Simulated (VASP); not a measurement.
# CdTe: single point with PBEsol-based screened hybrid

**What was measured.**

A printed reference work, data compilation reports, for a bulk crystal of CdTe at 0 K: band gap 1.607 eV.

The system is CdTe.

```
Te Cd
1.0
     0.00000    3.26786    3.26786
     3.26786    0.00000    3.26786
     3.26786    3.26786    0.00000
Te Cd
1 1
Direct
  0.75000 0.75000 0.75000
  0.00000 0.00000 0.00000
```

```yaml
Program: VASP 6.6.1
Task: single point
Functional: PBEsol-based screened hybrid
Potentials_or_basis: VASP PAW PBE potentials, release 64 (Te, Cd)
Cutoff: 520 eV
k_mesh: 4 × 4 × 4
Occupations: fermi-dirac, width 0.05 eV
Spin: no spin polarisation
Dipole_correction: no
Grid_for_exact_exchange_PRECFOCK: Normal
Share_of_exact_exchange: 0.25
Further_INCAR_settings: ALGO = Normal; EDIFF = 1e-07; NBANDS = 16
Screening_parameter: 0.207 1/Å
```

```
Pressure               : -0.9 GPa
Band gap on the k mesh : 1.35 eV, direct
```

Levels at points of the mesh, in eV from the valence-band top:
```csv
k point,band 7,band 8,band 9,band 10,band 11,band 12
"(0.00, 0.00, 0.00)",0.00,0.00,0.00,1.35,5.42,5.42
"(0.50, 0.00, 0.00)",-4.64,-0.80,-0.80,2.49,6.00,6.00
"(0.50, 0.50, 0.00)",-4.52,-1.93,-1.93,3.21,3.39,9.72
```

Wall time 11 min on 1 thread of AMD EPYC 7R43 64-Core Processor (Zen 3), with other jobs on the host, peak memory 0.28 GiB.

Measured gap of CdTe: 1.607 eV (0 K; a printed reference work, data compilation). This calculation gives 1.35 eV (-0.26 eV). Spin-orbit coupling on Cd, Te is left out. The value is that of PBEsol-based screened hybrid, without temperature or zero-point motion.

Caveat: the PAW data sets were made with another functional, which shifts forces and pressure a little; spin-orbit coupling is left out, which moves the levels of the heavy elements.
